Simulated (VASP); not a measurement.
# Ge: molecular dynamics with a thermostat

Ge, R-3 (no. 148), 8 atoms in the cell. PBE, molecular dynamics; PAW potentials Ge (PBE set).

Ensemble: Nose-Hoover chain; Target temperature (K): 1000.

## Input

INCAR:
```
  ALGO = Fast
  EDIFF = 1E-6
  ENCUT = 200
  GGA = PE
  IBRION = 0
  ISIF = 2
  ISMEAR = -1
  ISYM = 0
  KPAR = 2
  LASPH = T
  LCHARG = F
  LREAL = Auto
  LWAVE = F
  MDALGO = 4
  NELM = 60
  NELMIN = 4
  NHC_NCHAINS = 3
  NHC_PERIOD = 30
  NSW = 60
  POTIM = 3.0
  PREC = Normal
  RANDOM_SEED = 825825 0 0
  SIGMA = 0.05
  TEBEG = 1000
```

KPOINTS:
```
k-points
0
Gamma
  3 3 3
```

POSCAR:
```
Ge
1.0
    5.0124018495      2.8939115571      1.9886385167
   -5.0124018495      2.8939115571      1.9886385167
    0.0000000000     -5.7878231142      1.9886385167
Ge
8
Direct
    0.2782330000      0.4699470000      0.9730700000
    0.4699470000      0.9730700000      0.2782330000
    0.9730700000      0.2782330000      0.4699470000
    0.7217670000      0.5300530000      0.0269300000
    0.5300530000      0.0269300000      0.7217670000
    0.0269300000      0.7217670000      0.5300530000
    0.2855190000      0.2855190000      0.2855190000
    0.7144810000      0.7144810000      0.7144810000
```

Commands:
```
cat potpaw_PBE.64/Ge/POTCAR > POTCAR
mpirun -np 2 vasp_std > vasp.out
```

## Result

- Mean temperature (K): 659
- Rise of the mean potential energy above the start (meV/atom): 70.5
- Electronic steps per ionic step after the first: 4.1

Course of the run:

| Time (fs) | Temperature (K) | Potential energy less the first (meV/atom) |
|---|---|---|
| 3 | 997 | 0.0 |
| 18 | 705 | 33.3 |
| 30 | 334 | 76.1 |
| 45 | 205 | 91.9 |
| 57 | 441 | 67.8 |
| 72 | 845 | 31.2 |
| 84 | 983 | 27.2 |
| 99 | 774 | 64.6 |
| 111 | 443 | 109.3 |
| 126 | 269 | 133.8 |
| 138 | 481 | 114.0 |
| 153 | 897 | 75.8 |
| 165 | 1068 | 64.1 |
| 180 | 978 | 81.2 |

REPORT:
```
MDALGO =   4
           NHC_NCHAINS =   3
            NHC_PERIOD =    30
            NHC_NRESPA =    1
                NHC_NS =  1
               SCALING =       0
                 CNEXP =     9.000   14.000
           RANDOM_SEED =            825825                0                0

   original number of atomic DOF:         21
   number of independent constraints:      0
   number of active DOF:                  21

========================================
         MD step No.       1
========================================

  Atomic velocities initialized by STEP_tb

  >Nose-Hoover_chains
                       xs       vs(fs^-1)
   nhc_s>  -0.44286700E-06  -0.59042809E-06
   nhc_s>  -0.13889371E-03  -0.18519804E-03
   nhc_s>  -0.13888889E-03  -0.18515946E-03

  >Energies
                    E_tot             E_pot             E_kin               EPS                ES
   e_b>   -0.33835062E+02   -0.34737002E+02    0.90194123E+00    0.23938074E-04   -0.24739033E-04

  >Temperature
               T_sim     T_inst
   tmprt>   1000.000    996.812

           RANDOM_SEED =            825825               48                0

[... steps left out ...]

========================================
         MD step No.      60
========================================

  >Nose-Hoover_chains
                       xs       vs(fs^-1)
   nhc_s>  -0.54569408E+00  -0.16300356E-02
   nhc_s>   0.16011802E+01   0.19661895E-01
   nhc_s>  -0.56463971E+00   0.17993492E-01

  >Energies
                    E_tot             E_pot             E_kin               EPS                ES
   e_b>   -0.33832625E+02   -0.34087123E+02    0.88530036E+00    0.26739063E+00   -0.89819315E+00

  >Temperature
               T_sim     T_inst
   tmprt>   1000.000    978.421

           RANDOM_SEED =            825825               48                0
```

OSZICAR:
```
N       E                     dE             d eps       ncg     rms          rms(c)
DAV:   1     0.580282800580E+02    0.58028E+02   -0.67604E+03   588   0.575E+02
DAV:   2    -0.299849094260E+02   -0.88013E+02   -0.84166E+02   750   0.124E+02
DAV:   3    -0.348585961523E+02   -0.48737E+01   -0.47656E+01   736   0.309E+01
DAV:   4    -0.349322902652E+02   -0.73694E-01   -0.73453E-01   735   0.372E+00
DAV:   5    -0.349337220156E+02   -0.14318E-02   -0.14295E-02   734   0.403E-01    0.528E+00
RMM:   6    -0.347973276084E+02    0.13639E+00   -0.11571E-01   588   0.135E+00    0.320E+00
RMM:   7    -0.347377313049E+02    0.59596E-01   -0.20277E-01   588   0.199E+00    0.271E-01
RMM:   8    -0.347365687643E+02    0.11625E-02   -0.30018E-02   588   0.833E-01    0.700E-02
RMM:   9    -0.347369624309E+02   -0.39367E-03   -0.47638E-03   619   0.305E-01    0.578E-02
RMM:  10    -0.347369793088E+02   -0.16878E-04   -0.66331E-04   589   0.129E-01    0.999E-03
RMM:  11    -0.347369992763E+02   -0.19968E-04   -0.18641E-04   626   0.567E-02    0.436E-03
RMM:  12    -0.347370015022E+02   -0.22259E-05   -0.20447E-05   599   0.199E-02    0.160E-03
[... left out ...]
     58 T=  1048. E= -.33827617E+02 F= -.34169515E+02 E0= -.34164454E+02  EK= 0.95354E+00 SP= -.90E+00 SK= 0.29E+00
     59 T=  1018. E= -.33828024E+02 F= -.34132009E+02 E0= -.34127350E+02  EK= 0.92569E+00 SP= -.90E+00 SK= 0.28E+00
[... last step whole ...]
       N       E                     dE             d eps       ncg     rms          rms(c)
DAV:   1    -0.340871130222E+02    0.44896E-01   -0.45461E-04   952   0.147E+00    0.309E-03
RMM:   2    -0.340871220524E+02   -0.90302E-05   -0.60861E-05   588   0.369E-02    0.146E-03
RMM:   3    -0.340871225621E+02   -0.50978E-06   -0.57430E-06   473   0.107E-02    0.109E-03
RMM:   4    -0.340871225756E+02   -0.13497E-07   -0.10590E-06   360   0.389E-03
     60 T=   978. E= -.33828342E+02 F= -.34087123E+02 E0= -.34082898E+02  EK= 0.88958E+00 SP= -.90E+00 SK= 0.27E+00
```

Limits: 180 fs of 8 atoms are too short for converged averages; the cell is only 4.9 Å across, so each atom moves in step with near copies of itself.

VASP 6.6.1 took 251 s on 2 cores (Intel Xeon Platinum 8375C @ 2.90GHz (Ice Lake)), a shared host.
